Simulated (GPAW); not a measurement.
Crystal: ZrO2.

```
CELL_PARAMETERS angstrom
3.59610 0.00000 0.00000
0.00000 3.59610 0.00000
0.00000 0.00000 5.17700
ATOMIC_POSITIONS crystal
Zr 0.50000 0.50000 0.50000
Zr 0.00000 0.00000 0.00000
O 0.50000 0.00000 0.79700
O 0.50000 0.00000 0.29700
O 0.00000 0.50000 0.70300
O 0.00000 0.50000 0.20300
```

Program: GPAW 26.7.0. Alike in all runs: potentials or basis GPAW PAW data sets (gpaw-data 1.2.1), pw; no spin polarisation; cell as given.

Q: Order these runs on this cell by their band gap on the k mesh, lowest first.
A. level PBE+U; U Zr d U = 5 eV; k mesh 7 × 7 × 5; cutoff (eV) 800; smearing fermi-dirac 0.05 eV
B. level C09-vdW; k mesh 5 × 5 × 3; cutoff (eV) 680; smearing fermi-dirac 0.01 eV
C. level PBE+U; U Zr d U = 4 eV; k mesh 7 × 7 × 5; cutoff (eV) 800; smearing fermi-dirac 0.05 eV
D. level PBE+U; U Zr d U = 8 eV; k mesh 7 × 7 × 5; cutoff (eV) 800; smearing fermi-dirac 0.05 eV
E. level PBE+U; U Zr d U = 3 eV; k mesh 7 × 7 × 5; cutoff (eV) 800; smearing fermi-dirac 0.05 eV

A: B (3.99 eV), E (4.93 eV), C (5.23 eV), A (5.40 eV), D (5.85 eV).

Caveats: an odd mesh through Γ misses points on the zone boundary, where band edges often lie.
